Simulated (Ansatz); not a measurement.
**TiSe2 (CdI2 type): equation of state**

The task here is to estimate one member of a computed series from the others.

Program: Ansatz 0.2.0. Level of theory: DFT r²SCAN, scalar-relativistic, plane waves, PAW. These are calculated values, not measurements.

## The starting structure

Symmetry: P-3m1, No. 164, trigonal system. The conventional cell has a = 3.561 Å, b = 3.561 Å, c = 6.331 Å, α = 90.00°, β = 90.00°, γ = 120.00°. Around Ti (site symmetry -3m) lie 6 Se at 2.56 Å. Se (site symmetry 3m) is surrounded by 3 Ti at 2.56 Å.

As a file:

```
Ti Se
1.0
     3.56075    0.00000    0.00000
    -1.78037    3.08370    0.00000
     0.00000    0.00000    6.33092
Ti Se
1 2
Direct
  0.00000 0.00000 0.00000
  0.33333 0.66667 0.23990
  0.66667 0.33333 0.76010
```

This cell comes from an earlier session at r²SCAN: 23.172 Å³/atom at -0.08 GPa, on a 12×12×6 mesh.

Volume factors to run: 0.980, 1.020, 0.960, 1.040, 1.070.

The first run:

Input file input.yaml:

```yaml
crystal:
  lattice:
    - [3.5368506252, 0.0, 0.0]
    - [-1.7684253126, 3.0630024908, 0.0]
    - [0.0, 0.0, 6.2884291422]
  atoms:
    - { symbol: Ti, position: [0.0, 0.0, 0.0] }
    - { symbol: Se, position: [0.3333333333, 0.6666666667, 0.2398975843] }
    - { symbol: Se, position: [0.6666666667, 0.3333333333, 0.7601024157] }
basis:
  ecutwfc: 500
  ecutrho_ratio: 4
kpoints:
  mp_grid: { grid: [12, 12, 6] }
hamiltonian:
  xc: r2scan
scf:
  occupations: { method: gaussian, width: 0.05 }
output:
  forces: true
  stress: true
  eigenvalues: true
relax:
  f_tol: 0.01
  max_steps: 40
  cell: { stress_tol: 0.1, fix: [volume] }
```

Launch:

```
ansatz run input.yaml --threads 4 --pin off --max-ram 7168MiB --backend cpu --events-out ev --progress --plain --runs-dir out
```

Among the steps run: Volume × 0.980; Scaling the volume by 1.020; At 0.960 of the relaxed volume; At 1.040 of the relaxed volume; Volume × 1.070.

One table of the session follows, with a row left open; its other results are not shown here.

It belongs to the step «The fit». 

| volume (Å³/atom) | energy (meV/atom) | pressure (GPa) |
| --- | --- | --- |
| 22.245 | 2.21 | 0.88 |
| 22.708 | ? | ? |
| 23.172 | 0.00 | -0.08 |
| 23.635 | 0.60 | -0.39 |
| 24.099 | 1.90 | -0.60 |
| 24.794 | 4.58 | -0.75 |

**Question.** Estimate the row for volume (Å³/atom) = 22.708.

Worked estimate for «energy (meV/atom)». A straight line through the neighbours (22.245, 2.21) and (23.172, 0.00) gives 2.21 + (0.00 − 2.21) × (22.708 − 22.245) / (23.172 − 22.245) = 1.11; a parabola fitted to 3 rows on both sides gives 0.54.

The run gave: energy (meV/atom): 0.41; pressure (GPa): 0.34. In «energy (meV/atom)» the line misses by +0.70 and the parabola by +0.13.
